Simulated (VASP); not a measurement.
VASP input:

**POSCAR**
```
InN
1
    3.5655330000     0.0000000000     0.0000000000
   -1.7827660000     3.0878420000     0.0000000000
    0.0000000000     0.0000000000     5.7566370000
In N
2 2
Direct
  0.6666670000   0.3333330000   0.5004800000
  0.3333330000   0.6666670000   0.0004800000
  0.6666670000   0.3333330000   0.8795200000
  0.3333330000   0.6666670000   0.3795200000
```

**INCAR**
```
SYSTEM = InN
PREC = Accurate
ENCUT = 400
EDIFF = 1E-10
NELM = 100
ALGO = Normal
LREAL = .FALSE.
LASPH = .TRUE.
ISMEAR = 1
SIGMA = 0.136
GGA = PS
LMAXMIX = 4
LWAVE = .FALSE.
LCHARG = .FALSE.
ISIF = 2
```

### KPOINTS
```
Automatic mesh
0
Gamma
7 7 4
0 0 0
```

POTCAR, in this order: In_d N (PBE.64 set). Program: vasp_std.

Translate this PBEsol calculation to Quantum ESPRESSO's pw.x.

One equivalent input (not run):
```
&CONTROL
  calculation = 'scf'
  pseudo_dir = './pseudo'
  outdir = './out'
  tprnfor = .true.
  tstress = .true.
/
&SYSTEM
  ibrav = 0
  nat = 4
  ntyp = 2
  ecutwfc = 84
  occupations = 'smearing'
  smearing = 'methfessel-paxton'
  degauss = 0.009996
  input_dft = 'pbesol'
/
&ELECTRONS
  conv_thr = 7.3e-12
  electron_maxstep = 100
/
ATOMIC_SPECIES
  In 114.818 In.upf
  N 14.007 N.upf
CELL_PARAMETERS angstrom
     3.5655330    0.0000000    0.0000000
    -1.7827660    3.0878420    0.0000000
     0.0000000    0.0000000    5.7566370
ATOMIC_POSITIONS crystal
  In   0.6666670  0.3333330  0.5004800
  In   0.3333330  0.6666670  0.0004800
  N    0.6666670  0.3333330  0.8795200
  N    0.3333330  0.6666670  0.3795200
K_POINTS automatic
  7 7 4 0 0 0
```
Limits of the translation: the potentials are each code's own (VASP's PAW set, PseudoDojo norm-conserving files in pw.x), so ENCUT and ecutwfc are chosen apart and not converted; conv_thr bounds pw.x's estimated SCF error, while EDIFF bounds the energy change between steps.

The structure comes from a computed database's InN entry; how it stands against other phases isn't given here. The cell was not relaxed at this level. The run is one of a series of settings (EDIFF = 1E-10 against the base run), some of them coarse on purpose.
